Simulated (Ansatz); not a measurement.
## Migration of H in Ta2C

Method: DFT PBEsol, scalar-relativistic, plane waves, PAW (Ansatz). Run with 420 eV cutoff, 5×5×5 k-mesh, Gaussian smearing of 0.10 eV, no spin polarisation.

In a supercell of 12 host sites, interstitial H hops to an equivalent place, moving 3.10 Å between the relaxed ends. Climbing-image nudged elastic band at fixed cell with images 0 (start) to 6 (end), the path measured over all atoms, converged to 0.05 eV/Å; the order of the saddle wasn't checked, and the small cell leaves errors of about a tenth of an eV. Zero-point motion and tunnelling, which matter for H, are left out. At the top the atom squeezes straight between two others, where symmetry can hold a band on a ridge, so a bent path, such as one by way of a neighbouring hole, may have a much lower barrier.

Spin-orbit coupling is left out, which matters for the bands and energies of heavy elements.

Command:

```bash
ansatz run input.yaml --threads 4 --pin off --max-ram 10240MiB --backend cpu --events-out ev --progress --plain --runs-dir out
```

Input:

```yaml
crystal:
  lattice:
    - [1.5476503499, -2.6806090383, 4.9210802891]
    - [1.5476503499, -2.6806090383, -4.9210802891]
    - [3.0953006998, 5.3612180767, 0.0]
  atoms:
    - { symbol: Ta, position: [0.4595616311, 0.2084077603, 0.1664664195] }
    - { symbol: Ta, position: [0.9580572853, 0.7069033888, 0.1664664394] }
    - { symbol: Ta, position: [0.4594431264, 0.2058877899, 0.66533241] }
    - { symbol: Ta, position: [0.9577789224, 0.7069802052, 0.6647605227] }
    - { symbol: Ta, position: [0.0405503446, 0.2941103066, 0.3346621697] }
    - { symbol: Ta, position: [0.5422245293, 0.7930168182, 0.3352427847] }
    - { symbol: Ta, position: [0.0404383689, 0.2915915662, 0.8335363398] }
    - { symbol: Ta, position: [0.5419434214, 0.7930966112, 0.8335363547] }
    - { symbol: C, position: [0.4990935015, 0.499095061, 0.4999999958] }
    - { symbol: C, position: [0.0009033587, 1.0009049367, 0.5000000042] }
    - { symbol: C, position: [0.500845849, 0.498389143, -0.0007637074] }
    - { symbol: C, position: [-0.0008447491, 1.0016106458, 0.0007672092] }
    - { symbol: H, position: [0.249946691, 0.7499587619, -8.9576e-05] }
basis:
  ecutwfc: 420
  xc_grid: 2
kpoints:
  mp_grid: { grid: [5, 5, 5], shift: [0.0, 0.0, 0.0] }
hamiltonian:
  xc: pbesol
scf:
  occupations: { method: gaussian, width: 0.1 }
output:
  forces: true
neb:
  images: 5
  f_tol: 0.05
  max_iterations: 70
  order_check: false
  final_atoms:
    - { symbol: Ta, position: [0.4580565786, 0.2069033888, 0.1664636453] }
    - { symbol: Ta, position: [0.9595616311, 0.7084084338, 0.1664636602] }
    - { symbol: Ta, position: [0.4577754707, 0.2069831818, 0.6647572153] }
    - { symbol: Ta, position: [0.9594496554, 0.7058896934, 0.6653378303] }
    - { symbol: Ta, position: [0.0422210776, 0.2930197948, 0.3352394773] }
    - { symbol: Ta, position: [0.5405568736, 0.7941122101, 0.33466759] }
    - { symbol: Ta, position: [0.0419427147, 0.2930966112, 0.8335335606] }
    - { symbol: Ta, position: [0.5404383689, 0.7915922397, 0.8335335805] }
    - { symbol: C, position: [0.5009064985, 0.500904939, 0.5000000042] }
    - { symbol: C, position: [-0.0009033587, 0.9990950633, 0.4999999958] }
    - { symbol: C, position: [0.499154151, 0.501610857, 0.0007637074] }
    - { symbol: C, position: [0.0008447491, 0.9983893542, -0.0007672092] }
    - { symbol: H, position: [-0.249946691, 0.2500412381, 8.9576e-05] }
```

Course of the band:

| iteration | largest band force (eV/Å) | climbing image | energies over image 0 (eV) |
| --- | --- | --- | --- |
| 1 | 4.146 | none | 0.000 0.252 1.272 2.091 1.272 0.252 0.000 |
| 2 | 0.894 | none | 0.000 0.278 1.040 1.577 1.040 0.278 0.000 |
| 3 | 0.126 | 3 | 0.000 0.225 0.950 1.467 0.950 0.225 0.000 |
| 4 | 0.054 | 3 | 0.000 0.225 0.948 1.465 0.948 0.225 0.000 |
| 5 | 0.012 | 3 | 0.000 0.225 0.948 1.464 0.948 0.225 0.000 |

Final band:

```tsv
image	path (Å)	E − E(0) (eV)	H x (Å)	H y (Å)	H z (Å)	force on H (eV/Å)
0	0.00	0.000	1.547	-2.681	-2.461	0.00
1	0.50	0.225	1.288	-2.232	-2.461	0.91
2	1.00	0.948	1.032	-1.788	-2.461	1.58
3	1.51	1.464	0.774	-1.340	-2.461	0.00
4	2.01	0.948	0.516	-0.893	-2.460	1.58
5	2.51	0.225	0.259	-0.449	-2.460	0.91
6	3.01	0.000	0.000	0.000	-2.460	0.00
```

Barrier 1.46 eV. The run took 15 min on 4 threads of Intel(R) Xeon(R) Processor @ 2.50GHz (Skylake/Cascade Lake) (shared host), peak memory 3.1 GiB.